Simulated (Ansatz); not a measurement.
NaF (NiAs type), relaxed with r2SCAN: 5 runs in Ansatz 0.2.0, each a calculation of independent-particle optics. Space group P6_3/mmc (No. 194), hexagonal; conventional cell a = 3.178 Å, c = 5.568 Å, 12.17 Å³ an atom. Around Na lie 6 F at 2.30 Å; around F lie 6 Na at 2.30 Å. No spin polarisation and no zero-point or thermal motion; the cell was built from a prototype and may be hypothetical.

```
CELL_PARAMETERS angstrom
3.17755 0.00000 0.00000
-1.58878 2.75184 0.00000
0.00000 0.00000 5.56763
ATOMIC_POSITIONS crystal
Na 0.00000 0.00000 0.00000
Na 0.00000 0.00000 0.50000
F 0.33333 0.66667 0.25000
F 0.66667 0.33333 0.75000
```

On meshes this coarse, single peaks can be features of the mesh. No local fields, no excitons; the zone sum runs over the cells of the mesh, and ε∞ includes the bands left out of the spectrum. Up to four peaks are listed, those above 15 % of the tallest and inside the complete range; the four can differ from row to row. Rows marked drawn have settings drawn at random (some not listed).

| functional | k mesh | broadening (eV) | scissors (eV) | range (eV) | settings | direct gap on the mesh before scissors (eV) | ε∞ xx | ε∞ yy | ε∞ zz | complete up to (eV) | tallest peaks of mean ε₂ (eV) |
| --- | --- | --- | --- | --- | --- | --- | --- | --- | --- | --- | --- |
| PBE | 9×9×4 | 0.1 | 0.00 | 0–23 | chosen | 6.36 | 1.91 | 1.91 | 1.93 | 23.0 | 14.35 15.00 15.40 16.50 |
| r2SCAN | 9×9×4 | 0.1 | 0.00 | 0–23 | chosen | 7.18 | 1.82 | 1.82 | 1.83 | 23.0 | 15.20 16.05 16.45 17.60 |
| PBE | 9×9×4 | 0.1 | 2.18 (to HSE06) | 0–23 | chosen | 6.36 | 1.80 | 1.80 | 1.81 | 23.0 | 16.50 17.15 17.55 18.70 |
| LDA | 6×6×2 | 0.05 | 0.00 | 0–30 | drawn | 6.01 | 1.97 | 1.97 | 1.98 | 30.0 | 14.00 14.60 15.00 16.00 |
| r2SCAN | 6×6×4 | 0.25 | 2.50 | 2–30 | drawn | 7.18 | 1.71 | 1.71 | 1.73 | 30.0 | 14.70 19.90 24.40 |
